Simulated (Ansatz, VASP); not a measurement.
**Nb in VASP and in Ansatz**

```xyz
1
Lattice="2.7682 0.0000 0.0000 0.0000 2.7682 0.0000 0.0000 0.0000 2.7682" Properties=species:S:1:pos:R:3 pbc="T T T"
Nb    0.0000    0.0000    0.0000
```

Alike in both runs: task single point; functional LDA; k mesh 13 × 13 × 13; occupations fermi-dirac, width 0.1 eV; no spin polarisation.

|  | VASP | Ansatz |
| --- | --- | --- |
| version | VASP 6.6.1 | Ansatz 0.2.0 |
| potentials or method | VASP PAW LDA potentials, release 64 (Nb_sv) | plane waves (420 eV) with PAW, scalar-relativistic |
| plane-wave cutoff (eV) | 520 | 420 |
| valence electrons in the cell | 13 | 13 |

```tsv
	VASP	Ansatz	Ansatz less VASP
pressure (GPa)	-14.0	-13.9	+0.03
```

Ansatz warned: «pseudo_functional_mismatch».
